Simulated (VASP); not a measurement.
A run of VASP 6.6.1 is set up as follows.

INCAR

```
SYSTEM = HC60N3
PREC = Accurate ; ENCUT = 520
EDIFF = 1E-6 ; ISMEAR = 0
SIGMA = 0.03 ; LREAL = .False.
LASPH = .True. ; NELM = 60
ALGO = Normal ; ISIF = 2
LWAVE = .False. ; LCHARG = .True.
METAGGA = R2SCAN ; LMIXTAU = .True.
LELF = .True. ; LVHAR = .True.
```

File KPOINTS:

```
regular mesh
0
Gamma
  2 2 2
  0 0 0
```

POSCAR

```
HC60N3
1.0
    7.1400000000      0.0000000000      0.0000000000
    0.0000000000      7.1400000000      0.0000000000
    0.0000000000      0.0000000000      7.1400000000
H C N
1 60 3
Direct
    0.5447440000      0.5447440000      0.5447440000
    0.6286785400      0.6286785400      0.6286785400
    0.5014860000      0.7507060000      0.7507060000
    0.7507060000      0.5014860000      0.7507060000
    0.7507060000      0.7507060000      0.5014860000
    0.4950870000      0.2505090000      0.7494590000
    0.4950870000      0.7494590000      0.2505090000
    0.2505090000      0.4950870000      0.7494590000
    0.7494590000      0.4950870000      0.2505090000
    0.2505090000      0.7494590000      0.4950870000
    0.7494590000      0.2505090000      0.4950870000
    0.6235760000      0.3759650000      0.8734240000
    0.6235760000      0.8734240000      0.3759650000
    0.3759650000      0.6235760000      0.8734240000
    0.8734240000      0.6235760000      0.3759650000
    0.3759650000      0.8734240000      0.6235760000
    0.8734240000      0.3759650000      0.6235760000
    0.5050870000      0.2510410000      0.2510410000
    0.2510410000      0.5050870000      0.2510410000
    0.2510410000      0.2510410000      0.5050870000
    0.1273950000      0.6227350000      0.6227350000
    0.6227350000      0.1273950000      0.6227350000
    0.6227350000      0.6227350000      0.1273950000
    0.9999620000      0.4999560000      0.4999560000
    0.4999560000      0.9999620000      0.4999560000
    0.4999560000      0.4999560000      0.9999620000
    0.1278200000      0.3773090000      0.3773090000
    0.3773090000      0.1278200000      0.3773090000
    0.3773090000      0.3773090000      0.1278200000
    0.6239330000      0.8758650000      0.8758650000
    0.8758650000      0.6239330000      0.8758650000
    0.8758650000      0.8758650000      0.6239330000
    0.0011195000      0.7494200000      0.7494200000
    0.7494200000      0.0011195000      0.7494200000
    0.7494200000      0.7494200000      0.0011195000
    0.1237350000      0.3750450000      0.8761320000
    0.1237350000      0.8761320000      0.3750450000
    0.3750450000      0.1237350000      0.8761320000
    0.8761320000      0.1237350000      0.3750450000
    0.3750450000      0.8761320000      0.1237350000
    0.8761320000      0.3750450000      0.1237350000
    0.9987500000      0.2495250000      0.7493430000
    0.9987500000      0.7493430000      0.2495250000
    0.2495250000      0.9987500000      0.7493430000
    0.7493430000      0.9987500000      0.2495250000
    0.2495250000      0.7493430000      0.9987500000
    0.7493430000      0.2495250000      0.9987500000
    0.1237820000      0.1237820000      0.6246850000
    0.1237820000      0.6246850000      0.1237820000
    0.6246850000      0.1237820000      0.1237820000
    0.0017403000      0.2503660000      0.2503660000
    0.2503660000      0.0017403000      0.2503660000
    0.2503660000      0.2503660000      0.0017403000
    0.1249420000      0.8743930000      0.8743930000
    0.8743930000      0.1249420000      0.8743930000
    0.8743930000      0.8743930000      0.1249420000
    0.9999680000      0.9999680000      0.4998950000
    0.9999680000      0.4998950000      0.9999680000
    0.4998950000      0.9999680000      0.9999680000
    0.1254050000      0.1254050000      0.1254050000
    0.9997840000      0.9997840000      0.9997840000
    0.6351560000      0.3648080000      0.3648080000
    0.3648080000      0.6351560000      0.3648080000
    0.3648080000      0.3648080000      0.6351560000
```

Potentials or basis: VASP PAW PBE potentials, release 64 (H, C, N).

Command:

```bash
$ cat potpaw_PBE.64/H/POTCAR potpaw_PBE.64/C/POTCAR potpaw_PBE.64/N/POTCAR > POTCAR
$ mpirun -np 1 vasp_std > vasp.out
```

**Question.** Predict the pressure.

**Answer.** -2.8 GPa.

**Question.** Estimate the largest force.

**Answer.** 2.417 eV/Å.

**Question.** What does it give for the band gap on the k mesh?

**Answer.** 3.93 eV, indirect (least direct gap 4.00 eV).

Stress tensor (GPa, compression positive):
```
-2.79 -0.68 -0.68
-0.68 -2.79 -0.68
-0.68 -0.68 -2.79
```

Caveat: the k mesh is coarse (spacing up to 0.44 Å⁻¹), so the values aren't converged; the PAW data sets were made with another functional, which shifts forces and pressure a little. r2SCAN opens gaps a little over a GGA but as a rule still falls short of measured ones.
